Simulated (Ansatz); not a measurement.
Runs of Ansatz 0.2.0 on GaP. It takes space group F-43m (No. 216, cubic). The conventional cell has a = 5.451 Å, b = 5.451 Å, c = 5.451 Å, α = 90.00°, β = 90.00°, γ = 90.00°. Ga (site symmetry -43m) is surrounded by 4 P at 2.36 Å. Around P (site symmetry -43m) lie 4 Ga at 2.36 Å. 

| task | level | potentials or basis | k mesh | cutoff (eV) | smearing | phonons | basis error allowed | gap on the mesh (eV) | pressure (GPa) |
| --- | --- | --- | --- | --- | --- | --- | --- | --- | --- |
| phonons | PBE | all-electron LAPW, scalar-relativistic | 8 × 8 × 8 | 276 | fermi-dirac 0.05 eV | - | 0.002 eV/atom | (b) | - |
| single point | PBE | all-electron LAPW, scalar-relativistic | 5 × 5 × 5 | 254 | fermi-dirac 0.04 eV | - | 0.002 eV/atom | 1.60 | 2.6 |
| phonons | PBEsol | all-electron PAW datasets made for the crystal | 8 × 8 × 8 | 270 | fermi-dirac 0.05 eV | method dfpt | - | 1.52 | - |
| elastic constants | PBE | all-electron LAPW, scalar-relativistic | 6 × 6 × 6 | 276 | fermi-dirac 0.05 eV | - | 0.002 eV/atom | 1.65 | (a) |

Alike in all rows: no spin polarisation; cell as given.

Fill in the values left out.

(a) 2.5; (b) 1.64.

Caveats: an odd mesh through Γ misses points on the zone boundary, where band edges often lie (some runs); the program warned that the printed levels may be off, so bands, gaps and densities of states are rough (some runs).

A k mesh can miss the band edges, and the runs leave out spin-orbit coupling on Ga.

The runs don't all hold the same shells in valence.
